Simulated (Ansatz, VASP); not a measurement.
# One calculation of Nb, two programs

INCAR

```
SYSTEM = Nb
PREC = Accurate ; ENCUT = 600
EDIFF = 1E-6 ; ISMEAR = 0
SIGMA = 0.1 ; LREAL = .FALSE.
LASPH = .TRUE. ; NELM = 80
ALGO = Fast ; ISIF = 3
LWAVE = .FALSE. ; LCHARG = .FALSE.
GGA = PS ; IBRION = 2
NSW = 100 ; EDIFFG = -0.005
```

The input KPOINTS:

```
Automatic mesh
0
G
  18 18 18
  0 0 0
```

POSCAR

```
Nb
1.0
   -1.6588161900      1.6588161900      1.6588161900
    1.6588161900     -1.6588161900      1.6588161900
    1.6588161900      1.6588161900     -1.6588161900
Nb
1
Direct
    0.0000000000      0.0000000000      0.0000000000
```

Input for Ansatz:

```yaml
crystal:
  lattice:
    - [-1.65881619, 1.65881619, 1.65881619]
    - [1.65881619, -1.65881619, 1.65881619]
    - [1.65881619, 1.65881619, -1.65881619]
  atoms:
    - { symbol: Nb, position: [0.0, 0.0, 0.0] }
basis:
  ecutwfc: 420
kpoints:
  mp_grid: { grid: [18, 18, 18] }
hamiltonian:
  xc: pbesol
scf:
  occupations: { method: gaussian, width: 0.1 }
output:
  forces: true
  stress: true
  eigenvalues: true
  write_density: true
  write_potential: true
  elf: true
  volumetric_format: npy
relax:
  adjacent_minimum: "off"
  f_tol: 0.005
  max_steps: 80
  cell: { stress_tol: 0.05 }
```

Alike in both runs: task relaxation of cell and atoms; functional PBEsol; k mesh 18 × 18 × 18; occupations gaussian, width 0.1 eV; no spin polarisation.

|  | VASP | Ansatz |
| --- | --- | --- |
| version | VASP 6.6.1 | Ansatz 0.2.0 |
| potentials or method | VASP PAW PBE potentials, release 64 (Nb_sv) | scalar-relativistic, plane waves, PAW |
| plane-wave cutoff (eV) | 600 | 420 |
| valence electrons in the cell | 13 | 13 |

VASP gave:

- gap on the k mesh at the Fermi level, each at its own relaxed structure (eV): none
- relaxed volume (Å³/atom): 17.48
- relaxed cell length with the largest relative difference (Å): 2.832
- energy change over the relaxation (meV/atom): -17

**Question.** Which values does Ansatz return?

**Answer.** gap on the k mesh at the Fermi level, each at its own relaxed structure (eV): none; relaxed volume (Å³/atom): 17.52; relaxed cell length with the largest relative difference (Å): 2.834; energy change over the relaxation (meV/atom): -16.

A gap of «none» marks a metal or a gap that the smearing closes.

Caveats: the PAW data sets were made with another functional, which shifts forces and pressure a little (VASP).
